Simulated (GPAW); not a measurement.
Set up this calculation in GPAW 26.7.0, as an ASE script.

```
Task                : single point
Functional          : PBE
Potentials or basis : GPAW PAW data sets (gpaw-data 1.2.1)
Cutoff              : 800 eV
Basis               : pw
k mesh              : 10 × 10 × 10
Occupations         : gaussian, width 0.025 eV
Spin                : no spin polarisation
Maxiter             : 150
```

The structure of HfN lies in HfN.xyz:

```xyz
2
Lattice="0.0000000000 2.2560000000 2.2560000000 2.2560000000 0.0000000000 2.2560000000 2.2560000000 2.2560000000 0.0000000000" Properties=species:S:1:pos:R:3 pbc="T T T"
Hf     0.0000000000      0.0000000000      0.0000000000
N      2.2560000000      2.2560000000      2.2560000000
```

These files were run (other wordings do the same):

run.py

```python
from ase.dft.bandgap import bandgap
from ase.io import read, write
from ase.units import GPa
from gpaw import GPAW, PW

atoms = read('HfN.xyz')

calc = GPAW(mode=PW(800),
            xc='PBE',
            kpts={'size': (10, 10, 10), 'gamma': True},
            occupations={'name': 'methfessel-paxton', 'order': 0, 'width': 0.025},
            nbands=19,
            convergence={'density': 1e-05, 'energy': 1e-05},
            maxiter=150,
            txt='gpaw.txt')
atoms.calc = calc
energy = atoms.get_potential_energy()
forces = atoms.get_forces()
stress = atoms.get_stress()
calc.write('gs.gpw')
write('result.traj', atoms)
print(f'Energy: {energy:.6f} eV')
print('Forces (eV/A):')
print(forces.round(4))
print('Stress (GPa):', (stress / GPa).round(3))
print('Fermi level:', round(calc.get_fermi_level(), 4), 'eV')
print(f'Gap: {bandgap(calc)[0]:.4f} eV, direct: {bandgap(calc, direct=True)[0]:.4f} eV')
```

Potentials or basis: GPAW PAW data sets (gpaw-data 1.2.1), pw.

Run with:

```sh
$ OMP_NUM_THREADS=1 python run.py
```

It gave:

```yaml
Pressure: 6.7 GPa
Band_gap_on_the_k_mesh: none (metal or under the smearing width)
```

Run time: 18 s on 1 thread of Arm Neoverse V2 (shared host), peak memory 0.16 GiB.
